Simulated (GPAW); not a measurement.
ZrO:

```
Zr O
1.0
     1.82664   -2.91885    0.00000
     1.82664    2.91885    0.00000
     0.00000    0.00000    2.61994
Zr O
1 1
Direct
  0.00000 0.00000 0.00000
  0.50000 0.50000 0.00000
```

The cell was built by a generator and needn't be a form met in nature.

- Program: GPAW 26.7.0
- Task: relaxation of cell and atoms
- Functional: PBE
- Potentials or basis: GPAW PAW data sets (gpaw-data 1.2.1)
- Cutoff: 800 eV
- Basis: pw
- k mesh: 6 × 6 × 7
- Occupations: fermi-dirac, width 0.05 eV
- Spin: no spin polarisation

At the start: pressure 63.2 GPa; volume 13.97 Å³/atom.

Q: Where does the relaxation end?

A: Over 14 steps the energy falls by 1512.7 meV/atom and the volume is 15.56 Å³/atom (+11.4 %); space group P4/mmm (No. 123, to 0.05 Å).

Step by step:
| step | energy change (eV) | largest force (eV/Å) | pressure (GPa) | volume (Å³) |
| --- | --- | --- | --- | --- |
| 1 | 0.0000 | 0.0000 | 63.23 | 27.94 |
| 2 | -1.3965 | 0.0000 | 12.65 | 31.44 |
| 3 | -1.6342 | 0.0000 | 1.57 | 32.77 |
| 4 | -1.8876 | 0.0000 | -8.36 | 34.22 |
| 5 | -2.3146 | 0.0000 | -15.69 | 35.53 |
| 6 | -2.7036 | 0.0000 | -16.08 | 36.71 |
| 7 | -2.7100 | 0.0000 | -5.17 | 37.15 |
| 8 | -2.8471 | 0.0000 | -11.66 | 36.23 |
| 9 | -2.8881 | 0.0000 | -9.98 | 35.59 |
| 10 | -2.9778 | 0.0000 | 0.73 | 32.41 |
| 11 | -2.9915 | 0.0000 | -0.18 | 32.47 |
| 12 | -3.0237 | 0.0000 | -0.82 | 31.73 |
| 13 | -3.0256 | 0.0000 | -0.36 | 31.28 |
| 14 | -3.0253 | 0.0000 | -0.05 | 31.13 |

Final structure:
```
CELL_PARAMETERS angstrom
2.17072 -2.16975 0.00000
2.17072 2.16975 0.00000
0.00000 0.00000 3.30469
ATOMIC_POSITIONS crystal
Zr 0.00000 0.00000 0.00000
O 0.50000 0.50000 0.00000
```

Caveat: later steps reuse the first step's grids.
